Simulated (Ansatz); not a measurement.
**TiAl: changing the dispersion correction**

The cell as given:

```cif
data_structure
_symmetry_space_group_name_H-M 'P4/mmm'
_symmetry_Int_Tables_number 123
_cell_length_a 2.8373
_cell_length_b 2.8373
_cell_length_c 4.0591
_cell_angle_alpha 90.000
_cell_angle_beta 90.000
_cell_angle_gamma 90.000
_cell_volume 32.68
loop_
_atom_site_label
_atom_site_type_symbol
_atom_site_symmetry_multiplicity
_atom_site_Wyckoff_symbol
_atom_site_fract_x
_atom_site_fract_y
_atom_site_fract_z
_atom_site_occupancy
Ti1 Ti 1 a 0.00000 0.00000 0.00000 1
Al1 Al 1 d 0.50000 0.50000 0.50000 1
```

Kept alike: task relaxation of cell and atoms; functional PBEsol; k mesh 9 × 9 × 7; occupations fermi-dirac, width 0.05 eV; no spin polarisation. Program: Ansatz, Ansatz PAW, cutoff 420 eV. The mesh is that of the run's cell of 2 atoms. No spin-orbit coupling.

| dispersion correction | volume (Å³/atom) | first edge of the run's cell (Å) | third edge of the run's cell (Å) |
| --- | --- | --- | --- |
| D3(BJ) | 15.151 | 2.759 | 3.982 |
| D3(BJ)-ATM | 15.261 | 2.765 | 3.992 |
| D4 | 15.572 | 2.784 | 4.018 |
| none | 15.790 | 2.796 | 4.041 |

The relaxations keep at least the cell's symmetry (P4/mmm). For a metal such a mesh leaves the last digits unconverged. Relaxations stop with a little pressure left, so the last digits of a volume or edge aren't settled. All rows use potentials made for PBE.

What does the dispersion correction change here?

The volume runs from 15.151 (D3(BJ)) to 15.790 Å³/atom (none). Against no correction: D3(BJ) -4.0 %; D3(BJ)-ATM -3.4 %; D4 -1.4 %. Dispersion terms mostly attract and so lower the volume; the schemes' coefficients and damping set how far. The first edge of the run's cell runs from 2.759 (D3(BJ)) to 2.796 Å (none). The third edge of the run's cell runs from 3.982 (D3(BJ)) to 4.041 Å (none).

Every dispersion scheme shortens both edges by similar fractions, so the tetragonal shape barely changes and the correction acts almost as a uniform compression. That fits a dense intermetallic, held together by metallic bonding and Ti d-Al p hybridisation in all three directions, with no weakly bound layers or gaps for dispersion to close selectively. The slightly larger cell with D3(BJ)-ATM than with D3(BJ) probably reflects the three-body term, which is repulsive for compact triangles of atoms.

Even without a correction, both edges are shorter than in the given cell, which is close to the measured lattice of γ-TiAl. PBEsol tends to overbind 3d metals, and the added attraction takes the lattice further from experiment. Atom-based dispersion terms also describe the screening by conduction electrons poorly, so the extra contraction is no sign of missing van der Waals bonding in TiAl. The smaller shift with D4 therefore means less added compression, not a demonstrably better account of dispersion in the metal.
